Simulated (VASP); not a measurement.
# Band edges against the vacuum: F-terminated Si(111)

Aim: ionisation energy and electron affinity of F-terminated Si(111), from a slab and a bulk run lined up through core potentials.

Calculated with VASP 6.6.1; PBEsol; plane waves and PAW (Si), in the first sound run; inputs show where later runs differ.

**What experiment says.**

For Si, diamond cubic (unstructured n-type silicon wafer, reference for black silicon, 300 K), “Enhanced near-infrared absorber: two-step fabricated structured black silicon and its device application” (2018, pmc:6179974) gives, by absorptance spectroscopy with Tauc analysis: band gap (indirect optical gap from Tauc plot of Kubelka-Munk function) 1.12 eV [Extrapolated Tauc tangent of Kubelka-Munk function at room temperature; phonon-assisted …].

### 1. Starting point

Symmetry: Fd-3m, No. 227, cubic system. The conventional cell has a = 5.430 Å, b = 5.430 Å, c = 5.430 Å, α = 90.00°, β = 90.00°, γ = 90.00°. Si has 4 Si at 2.35 Å nearest.

Coordinates:

```
Si
1.0
     0.00000    2.71500    2.71500
     2.71500    0.00000    2.71500
     2.71500    2.71500    0.00000
Si
2
Direct
  0.00000 0.00000 0.00000
  0.25000 0.25000 0.25000
```

### 2. Relaxing the bulk crystal

First cell and atoms are relaxed at a raised cutoff, so that later runs start from this functional's own cell.

The input, INCAR:

```
SYSTEM = Si
PREC = Accurate
ENCUT = 440
EDIFF = 1E-06
NELM = 120
ISMEAR = 0
SIGMA = 0.03
LREAL = .FALSE.
ALGO = Normal
GGA = PS
NBANDS = 10
LORBIT = 11
LWAVE = .FALSE.
LCHARG = .FALSE.
KPAR = 4
LASPH = .TRUE.
IBRION = 2
NSW = 40
ISIF = 3
EDIFFG = -0.02
POTIM = 0.4
```

The input, POSCAR:

```
Si
1.0
    0.0000000000      2.7150000000      2.7150000000
    2.7150000000      0.0000000000      2.7150000000
    2.7150000000      2.7150000000      0.0000000000
Si
2
Direct
    0.0000000000      0.0000000000      0.0000000000
    0.2500000000      0.2500000000      0.2500000000
```

The input, KPOINTS:

```
Automatic mesh
0
Gamma
6 6 6
0 0 0
```

Potentials, in the order of the species: Si (PBE family, release 64).

On the command line:

```sh
$ mpirun -np 4 vasp_std
```

The log of the run:

```text
[banner, memory and clock lines left out]
running    4 mpi-ranks, on    1 nodes
 distrk:  each k-point on    1 cores,    4 groups
 distr:  one band on    1 cores,    1 groups

 POSCAR found type information on POSCAR Si
 POSCAR found :  1 types and       2 ions
|                                                                             |
|               ----> ADVICE to this user running VASP <----                  |
|                                                                             |
|     You enforced a specific xc type in the INCAR file but a different       |
|     [... a line on the potential file left out ...]
|     I HOPE YOU KNOW WHAT YOU ARE DOING!                                     |
|                                                                             |

 LDA part: xc-table for (Slater+PW92), standard interpolation
 POSCAR, INCAR and KPOINTS ok, starting setup
 FFT: planning ... GRIDC
 FFT: planning ... GRID_SOFT
 FFT: planning ... GRID
 WAVECAR not read
 entering main loop
       N       E                     dE             d eps       ncg     rms          rms(c)
DAV:   1     0.576371782915E+01    0.57637E+01   -0.29668E+03   320   0.537E+02
DAV:   2    -0.112578773221E+02   -0.17022E+02   -0.16127E+02   440   0.768E+01
DAV:   3    -0.116935697248E+02   -0.43569E+00   -0.43522E+00   408   0.122E+01
DAV:   4    -0.116964560621E+02   -0.28863E-02   -0.28861E-02   392   0.127E+00
DAV:   5    -0.116964831526E+02   -0.27091E-04   -0.27090E-04   400   0.108E-01    0.498E+00
DAV:   6    -0.115388993077E+02    0.15758E+00   -0.89188E-02   364   0.128E+00    0.298E+00
DAV:   7    -0.114670506549E+02    0.71849E-01   -0.15781E-01   356   0.180E+00    0.186E-01
DAV:   8    -0.114676363972E+02   -0.58574E-03   -0.53218E-03   358   0.443E-01    0.791E-02
DAV:   9    -0.114676973321E+02   -0.60935E-04   -0.91412E-05   444   0.677E-02    0.543E-02
DAV:  10    -0.114677085626E+02   -0.11230E-04   -0.10895E-05   370   0.196E-02    0.773E-03
DAV:  11    -0.114677083257E+02    0.23684E-06   -0.45840E-07   272   0.374E-03
   1 F= -.11467708E+02 E0= -.11467708E+02  d E =-.114677E+02
 curvature:   0.00 expect dE= 0.000E+00 dE for cont linesearch  0.000E+00
 trial: gam= 0.00000 g(F)=  0.718E-49 g(S)=  0.516E-03 ort = 0.000E+00 (trialstep = 0.100E+01)
 search vector abs. value=  0.516E-03
 bond charge predicted
       N       E                     dE             d eps       ncg     rms          rms(c)
DAV:   1    -0.114680433661E+02   -0.33480E-03   -0.62329E-03   338   0.369E-01    0.761E-02
DAV:   2    -0.114679238178E+02    0.11955E-03   -0.12493E-04   338   0.622E-02    0.473E-02
DAV:   3    -0.114678622232E+02    0.61595E-04   -0.12369E-04   334   0.471E-02    0.133E-02
DAV:   4    -0.114678619597E+02    0.26353E-06   -0.18906E-06   320   0.955E-03
   2 F= -.11467862E+02 E0= -.11467862E+02  d E =-.153634E-03
 trial-energy change:   -0.000154  1 .order   -0.000162   -0.000516    0.000192
 step:   0.7143(harm=  0.7287)  dis= 0.00000  next Energy=   -11.467890 (dE=-0.181E-03)
 reached required accuracy - stopping structural energy minimisation
```

Wall time 4 s (4 MPI ranks of AMD EPYC 7R43, shared host); peak memory 0.43 GiB; 13 s of CPU time.

The logs omit lines about the potential files and the build; timing stands in the text.

OUTCAR, selected parts (step 2):

```text
ion  position               nearest neighbor table
   1  0.000  0.000  0.000-   2 2.35   2 2.35   2 2.35   2 2.35
   2  0.250  0.250  0.250-   1 2.35   1 2.35   1 2.35   1 2.35

  LATTYP: Found a face centered cubic cell.
 ALAT       =     5.4300000000

 Subroutine GETGRP returns: Found 48 space group operations
 (whereof 24 operations were pure point group operations)

The static configuration has the point symmetry T_d .
 The point group associated with its full space group is O_h .

 Found     16 irreducible k-points:

   k-points           NKPTS =     16   k-points in BZ     NKDIM =     16   number of bands    NBANDS=     10

   dimension x,y,z NGX =    28 NGY =   28 NGZ =   28
   dimension x,y,z NGXF=    56 NGYF=   56 NGZF=   56

   ENCUT  =  440.0 eV  32.34 Ry    5.69 a.u.   6.57  6.57  6.57*2*pi/ulx,y,z

   NELECT =       8.0000    total number of electrons

 k-points in reciprocal lattice and weights: Automatic mesh
   0.00000000  0.00000000  0.00000000       0.005
   0.16666667  0.00000000  0.00000000       0.037
   0.33333333  0.00000000  0.00000000       0.037
   0.50000000  0.00000000  0.00000000       0.019
   0.16666667  0.16666667  0.00000000       0.028
   0.33333333  0.16666667  0.00000000       0.111
   0.50000000  0.16666667  0.00000000       0.111
  -0.33333333  0.16666667  0.00000000       0.111
  -0.16666667  0.16666667  0.00000000       0.056
[...]
-0.33333333  0.33333333  0.16666667       0.111
  -0.33333333  0.50000000  0.16666667       0.056

 average (electrostatic) potential at core
       1 -83.0802       2 -83.0802

 E-fermi :   5.8789

 k-point     1 :       0.0000    0.0000    0.0000
  band No.  band energies     occupation
      1      -6.2100      2.00000
      2       5.7476      2.00000
      3       5.7476      2.00000
      4       5.7476      2.00000
      5       8.2588      0.00000
      6       8.2588      0.00000
      7       8.2588      0.00000
      8       9.0138      0.00000
      9      13.4289      0.00000
    ...

 k-point     2 :       0.1667    0.0000    0.0000
  band No.  band energies     occupation
      1      -5.8489      2.00000
      2       3.3512      2.00000
      3       5.2941      2.00000
      4       5.2941      2.00000
      5       8.0187      0.00000
      6       8.9078      0.00000
      7       8.9078      0.00000
      8      11.1083      0.00000
      9      12.7665      0.00000
    ...

 k-point     3 :       0.3333    0.0000    0.0000
  band No.  band energies     occupation
      1      -4.8324      2.00000
      2       0.3947      2.00000
      3       4.7447      2.00000
      4       4.7447      2.00000
      5       7.4199      0.00000
      6       9.1916      0.00000
      7       9.1916      0.00000
      8      13.4344      0.00000
      9      13.6621      0.00000
    ...

  Total       -0.0351517     -0.0351517     -0.0351517      0.0000000      0.0000000      0.0000000
  in kB       -1.3994123     -1.3994123     -1.3994123      0.0000000      0.0000000      0.0000000
  external PRESSURE =      -1.3994123 kB  Pullay stress =       0.0000000 kB

  energy-cutoff  :      440.00
  volume of cell :       40.24
      direct lattice vectors                 reciprocal lattice vectors
     0.000000000  2.719946371  2.719946371    -0.183827154  0.183827154  0.183827154
     2.719946371 -0.000000000  2.719946371     0.183827154 -0.183827154  0.183827154
     2.719946371  2.719946371 -0.000000000     0.183827154  0.183827154 -0.183827154

 POSITION                                       TOTAL-FORCE (eV/Angst)
 -----------------------------------------------------------------------------------
      2.71995     -0.00000      2.71995        -0.000000     -0.000000     -0.000000
      1.35997      1.35997      1.35997         0.000000      0.000000      0.000000
 -----------------------------------------------------------------------------------
    total drift:                                0.000000      0.000000     -0.000000

  FREE ENERGIE OF THE ION-ELECTRON SYSTEM (eV)
  ---------------------------------------------------
  free  energy   TOTEN  =       -11.4678619597 eV

  energy  without entropy=      -11.4678619597  energy(sigma->0) =      -11.46786196

 reached required accuracy - stopping structural energy minimisation

 total charge
# of ion       s       p       d       tot
------------------------------------------
    1        0.750   0.939   0.000   1.688
    2        0.750   0.939   0.000   1.688
--------------------------------------------------
tot          1.499   1.877   0.000   3.376

[... 3 further parts left out ...]
```

CONTCAR:

```
Si
   1.00000000000000
     0.0000000000000000    2.7199463706031777    2.7199463706031777
     2.7199463706031777   -0.0000000000000000    2.7199463706031777
     2.7199463706031777    2.7199463706031777   -0.0000000000000000
  Si
     2
Direct
     0.0000000000000000    1.0000000000000000    0.0000000000000000
     0.2500000000000000    0.2500000000000000    0.2500000000000000
```

The PAW data sets were made with PBE, which is usual practice but a small mismatch for other functionals. The run keeps the 48 symmetry operations of its start, so it cannot find a distortion of lower symmetry.

Relaxation path:

| step | energy less that of the first step (eV) | largest force (eV/Å) | pressure (GPa) | volume (Å³) |
| --- | --- | --- | --- | --- |
| 1 | 0.0000 | 0.0000 | 0.38 | 40.03 |
| 2 | -0.0002 | 0.0000 | -0.14 | 40.24 |

| conventional cell, symmetrised | before | after | change |
| --- | --- | --- | --- |
| a (Å) | 5.430 | 5.440 | +0.2 % |
| b (Å) | 5.430 | 5.440 | +0.2 % |
| c (Å) | 5.430 | 5.440 | +0.2 % |
| volume (Å³/atom) | 20.01 | 20.12 | +0.5 % |

Final coordinates:

```xyz
2
Lattice="0.0000 2.7199 2.7199 2.7199 0.0000 2.7199 2.7199 2.7199 0.0000" Properties=species:S:1:pos:R:3 pbc="T T T"
Si    0.0000    0.0000    0.0000
Si    1.3600    1.3600    1.3600
```

This step gave:

* electronic cycles: 15
* electrons: 8
* free energy (TOTEN): -11.47 eV
* Fermi energy: 5.879 eV

The run ended after 2 ionic steps, 0.000 eV below its first step, once forces and stress met EDIFFG = -0.02.

### 3. Band edges of the bulk

A static bulk run at the slab's cutoff gives the band edges and the core potentials that tie them to the slab.

The input, INCAR:

```
SYSTEM = Si
PREC = Normal
ENCUT = 440
EDIFF = 1E-06
NELM = 120
ISMEAR = 0
SIGMA = 0.03
LREAL = .FALSE.
ALGO = Normal
GGA = PS
NBANDS = 10
LORBIT = 11
LWAVE = .FALSE.
LCHARG = .FALSE.
KPAR = 4
LASPH = .TRUE.
```

The input, POSCAR:

```
Si
1.0
    0.0000000000      2.7199463706      2.7199463706
    2.7199463706      0.0000000000      2.7199463706
    2.7199463706      2.7199463706      0.0000000000
Si
2
Direct
    0.0000000000      0.0000000000      0.0000000000
    0.2500000000      0.2500000000      0.2500000000
```

The input, KPOINTS:

```
Automatic mesh
0
Gamma
14 14 14
0 0 0
```

On the command line:

```sh
$ mpirun -np 4 vasp_std
```

The log of the run:

```text
[banner, memory and clock lines left out]
running    4 mpi-ranks, on    1 nodes
 distrk:  each k-point on    1 cores,    4 groups
 distr:  one band on    1 cores,    1 groups

 POSCAR found type information on POSCAR Si
 POSCAR found :  1 types and       2 ions
 [... a notice as in an earlier step ...]

 LDA part: xc-table for (Slater+PW92), standard interpolation
 POSCAR, INCAR and KPOINTS ok, starting setup
 FFT: planning ... GRIDC
 FFT: planning ... GRID_SOFT
 FFT: planning ... GRID
 WAVECAR not read
 entering main loop
       N       E                     dE             d eps       ncg     rms          rms(c)
DAV:   1     0.412285441236E+01    0.41229E+01   -0.29236E+03  2088   0.537E+02
DAV:   2    -0.112723067887E+02   -0.15395E+02   -0.14664E+02  2928   0.794E+01
DAV:   3    -0.117108135514E+02   -0.43851E+00   -0.43770E+00  2622   0.118E+01
DAV:   4    -0.117136582671E+02   -0.28447E-02   -0.28444E-02  2600   0.118E+00
DAV:   5    -0.117136805617E+02   -0.22295E-04   -0.22294E-04  2574   0.917E-02    0.493E+00
DAV:   6    -0.115621585194E+02    0.15152E+00   -0.86256E-02  2364   0.125E+00    0.295E+00
DAV:   7    -0.114930308656E+02    0.69128E-01   -0.15254E-01  2338   0.175E+00    0.181E-01
DAV:   8    -0.114935616205E+02   -0.53075E-03   -0.52163E-03  2362   0.438E-01    0.783E-02
DAV:   9    -0.114936177668E+02   -0.56146E-04   -0.90799E-05  2798   0.665E-02    0.545E-02
DAV:  10    -0.114936289375E+02   -0.11171E-04   -0.11715E-05  2370   0.200E-02    0.869E-03
DAV:  11    -0.114936286621E+02    0.27539E-06   -0.40389E-07  1596   0.358E-03
   1 F= -.11493629E+02 E0= -.11493629E+02  d E =-.546697E-12
```

Wall time 4.4 s (4 MPI ranks); peak memory 0.42 GiB.

From OUTCAR (step 3):

```text
  LATTYP: Found a face centered cubic cell.
 ALAT       =     5.4398927412

 Found    104 irreducible k-points:

   k-points           NKPTS =    104   k-points in BZ     NKDIM =    104   number of bands    NBANDS=     10

   dimension x,y,z NGX =    20 NGY =   20 NGZ =   20
   dimension x,y,z NGXF=    40 NGYF=   40 NGZF=   40

   ENCUT  =  440.0 eV  32.34 Ry    5.69 a.u.   6.58  6.58  6.58*2*pi/ulx,y,z

   NELECT =       8.0000    total number of electrons

 E-fermi :   5.8633

 k-point     1 :       0.0000    0.0000    0.0000
  band No.  band energies     occupation
      1      -6.2170      2.00000
      2       5.7384      2.00000
      3       5.7384      2.00000
      4       5.7384      2.00000
      5       8.2538      0.00000
      6       8.2538      0.00000
      7       8.2538      0.00000
      8       9.0047      0.00000
      9      13.4244      0.00000
    ...

 k-point     2 :       0.0714    0.0000    0.0000
  band No.  band energies     occupation
      1      -6.1501      2.00000
      2       5.0646      2.00000
      3       5.6289      2.00000
      4       5.6289      2.00000
      5       8.3025      0.00000
      6       8.4141      0.00000
      7       8.4141      0.00000
      8       9.5082      0.00000
      9      13.2059      0.00000
    ...

  Total       -0.0535373     -0.0535373     -0.0535373      0.0000000      0.0000000     -0.0000000
  in kB       -2.1313572     -2.1313572     -2.1313572      0.0000000      0.0000000     -0.0000000
  external PRESSURE =      -2.1313572 kB  Pullay stress =       0.0000000 kB

  energy-cutoff  :      440.00
  volume of cell :       40.24
      direct lattice vectors                 reciprocal lattice vectors
     0.000000000  2.719946371  2.719946371    -0.183827154  0.183827154  0.183827154
     2.719946371  0.000000000  2.719946371     0.183827154 -0.183827154  0.183827154
     2.719946371  2.719946371  0.000000000     0.183827154  0.183827154 -0.183827154

 POSITION                                       TOTAL-FORCE (eV/Angst)
 -----------------------------------------------------------------------------------
      0.00000      0.00000      0.00000         0.000000      0.000000      0.000000
      1.35997      1.35997      1.35997        -0.000000     -0.000000     -0.000000
 -----------------------------------------------------------------------------------
    total drift:                                0.000000      0.000000      0.000000

  FREE ENERGIE OF THE ION-ELECTRON SYSTEM (eV)
  ---------------------------------------------------
  free  energy   TOTEN  =       -11.4936286621 eV

  energy  without entropy=      -11.4936286621  energy(sigma->0) =      -11.49362866

 total charge
# of ion       s       p       d       tot
------------------------------------------
    1        0.752   0.935   0.000   1.687
    2        0.752   0.935   0.000   1.687
--------------------------------------------------
tot          1.505   1.870   0.000   3.375

[... 2 parts as in an earlier step ...]

[... 7 further parts left out ...]
```

The gap is read on the k-mesh alone, so it is an upper bound where the band edges lie off the mesh.

Numbers from this step:

```
electronic cycles              : 11
free energy (TOTEN)            : -11.49 eV
Fermi energy                   : 5.863 eV
metallic                       : no
gap on the k-mesh              : 0.4657 eV
least direct gap on the k-mesh : 2.515 eV
```

(Continued in part 2 of 3.)

[Lines on the potential files, build, host, timing and source positions are cut from VASP's logs without a mark.]

[Logs are printed without paths, hosts, clocks, repeated set-up lines and the standing remarks that a program may print on its own settings, such as how far it seeks lower states.]

[Hosts, paths, dates, database ids (printed as entryN), source tags and the programs' standing remarks are cut or masked in the printed files.]

[Runs that stopped without an error message from VASP are left out.]
